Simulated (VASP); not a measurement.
Wanted: the native input for a VASP 6.6.1 run.

```yaml
Task: single point
Functional: PBE
Potentials_or_basis: VASP PAW PBE potentials, release 64 (Tl_d)
Cutoff: 520 eV
k_mesh: 6 × 6 × 4
Occupations: gaussian, width 0.05 eV
Spin: no spin polarisation
Dipole_correction: no
Further_INCAR_settings: ALGO = Fast; EDIFF = 1e-06; NBANDS = 20
```

The structure of Tl lies in POSCAR:

```
Tl
1.0
    3.5084562874      0.0000000000      0.0000000000
   -1.7542281437      3.0384122730      0.0000000000
    0.0000000000      0.0000000000      5.8324791687
Tl
2
Direct
    0.3333333333      0.6666666667      0.7500000000
    0.6666666667      0.3333333333      0.2500000000
```

These files were run (other wordings do the same):

INCAR

```
SYSTEM = Tl
PREC = Accurate ; ENCUT = 520
EDIFF = 1E-6 ; ISMEAR = 0
SIGMA = 0.05 ; LREAL = .False.
LASPH = .True. ; NELM = 100
ALGO = Fast ; ISIF = 2
LWAVE = .False. ; LCHARG = .False.
GGA = PE ; NBANDS = 20
```

KPOINTS

```
Automatic mesh
0
Gamma
  6 6 4
  0 0 0
```

Potentials or basis: VASP PAW PBE potentials, release 64 (Tl_d).

Launch:

```console
$ cat potpaw_PBE.64/Tl_d/POTCAR > POTCAR
$ mpirun -np 1 vasp_std > vasp.out
```

It gave:

The pressure is 0.0 GPa. The band gap on the k mesh is none (metal or under the smearing width).

Run time: 16 s on 1 thread of Intel(R) Xeon(R) Platinum 8559C (Emerald Rapids), with other jobs on the host, peak memory 0.18 GiB.
